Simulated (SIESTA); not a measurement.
BN:

```
CELL_PARAMETERS angstrom
2.55394 0.00000 0.00000
-1.27697 2.21178 0.00000
0.00000 0.00000 4.22685
ATOMIC_POSITIONS crystal
N 0.33333 0.66667 0.12528
N 0.66667 0.33333 0.62528
B 0.33333 0.66667 0.49972
B 0.66667 0.33333 0.99972
```

Measurements of this composition are mostly on another form, of space group No. 194.

Base run:

- Program: SIESTA 5.4.2
- Functional: PBE
- Potentials or basis: PseudoDojo 0.4 standard (PBE files)
- Basis: DZP (energy shift 0.003 Ry)
- Grid cutoff: 800 Ry
- Energy shift: 0.003 Ry
- k mesh: 12 × 12 × 6
- Occupations: fermi-dirac, width 0.05 eV
- Spin: no spin polarisation

Its results: band gap on the k mesh 5.33 eV, indirect (least direct gap 8.36 eV); pressure 2.7 GPa; largest force 0.019 eV/Å.

Task: The run is repeated on the same cell with these changes: functional from PBE to LDA; potentials or basis from PseudoDojo 0.4 standard (PBE files) to PseudoDojo 0.4 standard (LDA files). What comes out?

Result: Band gap on the k mesh 5.09 eV, indirect (least direct gap 8.24 eV); pressure -10.6 GPa; largest force 0.007 eV/Å.

Caveats: the basis of atomic orbitals isn't converged, which shifts pressures, moduli and gaps; the basis holds too few empty states to meet the f-sum rule, so the spectrum is short of weight at high energy (some runs).

Not every run made on this cell is shown here.
